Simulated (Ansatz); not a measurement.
Reaction (ligand exchange at the Al–C bond): `C[CH]([AlH2])CN` + `NCS` → `NC[S][AlH2]` + `CCCN`

Gas-phase electronic energies from Ansatz, PBE0-D4/def2-TZVP geometries. CBS: MP2 limit from def2 TZ/QZ plus the TZ coupled-cluster correction, frozen cores. Functionals use def2-TZVPP. B3LYP here is the variant with VWN-RPA as its local correlation; programs differ in this. Each species was taken in one conformer, which may not be the lowest.

`C[CH]([AlH2])CN`:

```xyz
15

C    -1.123   -0.285   -0.994
C    -0.364    0.279    0.208
Al   -1.113   -0.280    1.938
C     1.139    0.050    0.114
N     1.724    0.747   -1.025
H    -2.205   -0.164   -0.889
H    -0.842    0.207   -1.931
H    -0.932   -1.357   -1.117
H    -0.511    1.374    0.211
H    -0.184   -0.373    3.228
H    -2.670   -0.586    2.067
H     1.333   -1.038    0.099
H     1.629    0.433    1.015
H     2.731    0.640   -1.029
H     1.387    0.351   -1.894
```

`NCS`:

Z-matrix (Å, degrees):
```
C
S 1 1.811
N 1 1.444 2 112.7
H 1 1.097 2 107.3 3 -128.3
H 1 1.092 2 104.7 3 117.9
H 2 1.342 1 96.7 3 83.9
H 3 1.012 1 111.0 2 -65.0
H 3 1.014 1 110.4 2 175.5
```

`NC[S][AlH2]`:

Cartesian coordinates in Å:
```
N 0.051 -0.147 -1.853
C 0.236 0.676 -0.688
S -1.275 0.653 0.349
Al -0.592 -0.469 2.073
H 0.034 -1.129 -1.610
H 0.798 0.003 -2.521
H 0.365 1.712 -1.007
H 1.089 0.409 -0.051
H -1.610 -0.711 3.257
H 0.904 -0.997 2.050
```

`CCCN`:

Z-matrix (Å, degrees):
```
C
C 1 1.519
H 1 1.094 2 111.1
H 1 1.092 2 111.7 3 120.2
H 1 1.094 2 111.1 3 -119.6
C 2 1.523 1 112.8 3 59.8
H 2 1.097 1 109.9 3 -62.0
H 2 1.097 1 109.9 3 -178.5
N 6 1.452 2 116.2 1 180.0
H 6 1.096 2 109.2 1 -57.6
H 6 1.096 2 109.2 1 57.6
H 9 1.013 6 110.3 2 58.8
H 9 1.013 6 110.3 2 -58.7
```

```csv
level,ΔE (kJ/mol),difference from CCSD(T)/CBS
PBE-D4,-141.6,0.7
r2SCAN-D4,-146.8,-4.5
B3LYP-D4,-142.0,0.3
B2PLYP,-144.8,-2.5
PBE0,-145.2,-2.9
MP2/def2-TZVPP,-142.6,-0.3
CCSD/def2-TZVPP,-140.8,1.5
HF/def2-QZVPP,-151.2,-8.9
MP2/def2-QZVPP,-143.2,-0.9
CCSD/CBS(def2),-142.4,-0.1
CCSD(T)/CBS,-142.3,0
```

Largest T1 diagnostic among the species: 0.011.

In def2-TZVPP, CCSD(T) changes the Hartree–Fock value by +11.4 kJ/mol (the triples alone add +0.1 kJ/mol) and MP2 by +9.5 kJ/mol. The D4 term adds +3.2 kJ/mol with B3LYP and +1.8 kJ/mol with PBE0; it sums over pairs of atoms, weighted by their polarisabilities, and B3LYP, whose exchange is more repulsive, gets the larger term.

CCSD(T)/CBS has its own doubt, a few kJ/mol and more with outer-core shells, so smaller differences from it don't rank the levels.
